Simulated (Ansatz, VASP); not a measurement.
**CoO in VASP and in Ansatz**

File INCAR:

```
SYSTEM = CoO
PREC     = Accurate       ! precision mode
ENCUT    = 520            ! plane-wave cutoff, eV
EDIFF    = 1E-6           ! SCF threshold, eV
ISMEAR   = -1             ! smearing method
SIGMA    = 0.05           ! smearing width, eV
LREAL    = .FALSE.        ! projectors in reciprocal space
LASPH    = .TRUE.         ! aspherical terms in the spheres
NELM     = 150            ! most SCF steps
ALGO     = Normal         ! electronic algorithm
ISIF     = 2              ! what is computed and relaxed
LWAVE    = .FALSE.        ! write WAVECAR
LCHARG   = .FALSE.        ! write CHGCAR
ISPIN    = 2              ! spin polarisation
MAGMOM   = 2 0            ! initial moments
LORBIT   = 11             ! projections on sites
LMAXMIX  = 4              ! l up to which the mixer works
GGA      = PS             ! functional
NBANDS   = 18             ! bands
```

The input KPOINTS:

```
Automatic mesh
0
G
  16 16 16
  0 0 0
```

The input POSCAR:

```
CoO
1.0
    0.0000000000      2.1026924146      2.1026924146
    2.1026924146      0.0000000000      2.1026924146
    2.1026924146      2.1026924146      0.0000000000
Co O
1 1
Direct
    0.0000000000      0.0000000000      0.0000000000
    0.5000000000      0.5000000000      0.5000000000
```

Input for Ansatz:

```yaml
crystal:
  lattice:
    - [0.0, 2.1026924146, 2.1026924146]
    - [2.1026924146, 0.0, 2.1026924146]
    - [2.1026924146, 2.1026924146, 0.0]
  atoms:
    - { symbol: Co, position: [0.0, 0.0, 0.0], spin: 2.0 }
    - { symbol: O, position: [0.5, 0.5, 0.5] }
magnetization:
  spin_polarized: true
kpoints:
  mp_grid: { grid: [16, 16, 16] }
scf:
  occupations: { method: fermi_dirac, width: 0.05 }
hamiltonian:
  xc: pbesol
  pseudopotentials: { kind: all_electron, lapw: { basis_error: 0.0005 } }
output:
  forces: true
  stress: true
  eigenvalues: true
```

Change from the starting cell: volume scaled by 0.96.

Alike in both runs: task single point; functional PBEsol; k mesh 16 × 16 × 16; occupations fermi-dirac, width 0.05 eV; collinear spin.

```csv
,VASP,Ansatz
version,VASP 6.6.1,Ansatz 0.2.0
potentials or method,"VASP PAW PBE potentials, release 64 (Co, O)","all-electron LAPW, scalar-relativistic"
plane-wave cutoff (eV),520,see its input
```

```tsv
	VASP	Ansatz	Ansatz less VASP
pressure (GPa)	-5.2	-4.4	+0.84
net moment per atom (μB)	1.41	1.43	+0.022
size of the moment on the site where the two differ most (μB)	2.48	2.52	+0.044
```

Site moments also hang on the region over which each program counts them. Ansatz ran all-electron here, so the differences hold the error of VASP's frozen core and of both bases.

Caveats: the PAW data sets were made with another functional, which shifts forces and pressure a little (VASP); a cell with one magnetic atom can't hold antiferromagnetic order, which such compounds often take; semilocal functionals often make such compounds metallic where correlation or magnetic order opens a gap, which also shifts bond lengths.
